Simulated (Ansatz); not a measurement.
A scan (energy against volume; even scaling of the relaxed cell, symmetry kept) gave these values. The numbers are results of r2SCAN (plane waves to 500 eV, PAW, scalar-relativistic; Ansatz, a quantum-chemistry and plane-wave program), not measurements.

- Bulk modulus at fixed cell shape B₀ (third-order Birch-Murnaghan fit) = 43.1 GPa
- Pressure derivative B₀′ (fit) = 3.9
- Equilibrium volume of the fit = 13.59 Å³/atom

Problem. Of these crystals, all scanned alike, which one is it?
A) BN (wurtzite)
B) GeO₂ (alpha-quartz type, space group P3_121)
C) Hf (hcp, Mg type)
D) AlN (wurtzite)

Solution. B, GeO₂ (alpha-quartz type, space group P3_121). The others have, for the bulk modulus at fixed cell shape: Hf 111 GPa, BN 391 GPa, AlN 211 GPa

All were relaxed with their symmetry unable to fall. Hf is run without spin polarisation. Spin-orbit coupling is left out. With the shape held, the modulus is that of even scaling; a crystal free to change shape is softer.

(A scan under strain: stresses follow from slopes of the energy per volume, elastic moduli from its curvatures.)
